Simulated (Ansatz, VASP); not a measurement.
One calculation of Al2Au, two programs

Contents of INCAR:

```
  PREC = Accurate
  ENCUT = 520
  EDIFF = 1E-6
  ISMEAR = -1
  SIGMA = 0.05
  LREAL = F
  LASPH = T
  NELM = 100
  ALGO = Normal
  ISIF = 2
  LWAVE = F
  LCHARG = T
  GGA = CA
  LELF = T
  LVHAR = T
  NBANDS = 16
```

KPOINTS

```
regular mesh
0
Gamma
  8 8 8
```

The input POSCAR:

```
Al2Au
1.0
    0.0000000000      2.9798651651      2.9798651651
    2.9798651651      0.0000000000      2.9798651651
    2.9798651651      2.9798651651      0.0000000000
Au Al
1 2
Direct
    0.0000000000      0.0000000000      0.0000000000
    0.7500000000      0.7500000000      0.7500000000
    0.2500000000      0.2500000000      0.2500000000
```

input.yaml

```yaml
crystal:
  lattice:
    - [0.0, 2.9798651651, 2.9798651651]
    - [2.9798651651, 0.0, 2.9798651651]
    - [2.9798651651, 2.9798651651, 0.0]
  atoms:
    - { symbol: Au, position: [0.0, 0.0, 0.0] }
    - { symbol: Al, position: [0.75, 0.75, 0.75] }
    - { symbol: Al, position: [0.25, 0.25, 0.25] }
kpoints:
  mp_grid: { grid: [8, 8, 8] }
scf:
  occupations: { method: fermi_dirac, width: 0.05 }
hamiltonian:
  xc: lda
  pseudopotentials: { kind: all_electron, lapw: { basis_error: 0.002 } }
output:
  forces: true
  stress: true
  eigenvalues: true
```

Change from the starting cell: volume scaled by 0.98.

Alike in both runs: task single point; functional LDA; k mesh 8 × 8 × 8; occupations fermi-dirac, width 0.05 eV; no spin polarisation.

|  | VASP | Ansatz |
| --- | --- | --- |
| version | VASP 6.6.1 | Ansatz 0.2.0 |
| potentials or method | VASP PAW LDA potentials, release 64 (Au, Al) | all-electron LAPW, scalar-relativistic |
| plane-wave cutoff (eV) | 520 | see its input |

|  | VASP | Ansatz | Ansatz less VASP |
| --- | --- | --- | --- |
| gap on the k mesh at the Fermi level (eV) | none | none | - |
| pressure (GPa) | -0.1 | -0.3 | -0.21 |

A gap of «none» marks a metal or a gap that the smearing closes. Ansatz ran all-electron here, so the differences hold the error of VASP's frozen core and of both bases.

Spin-orbit coupling is left out, which matters for the levels of Au.
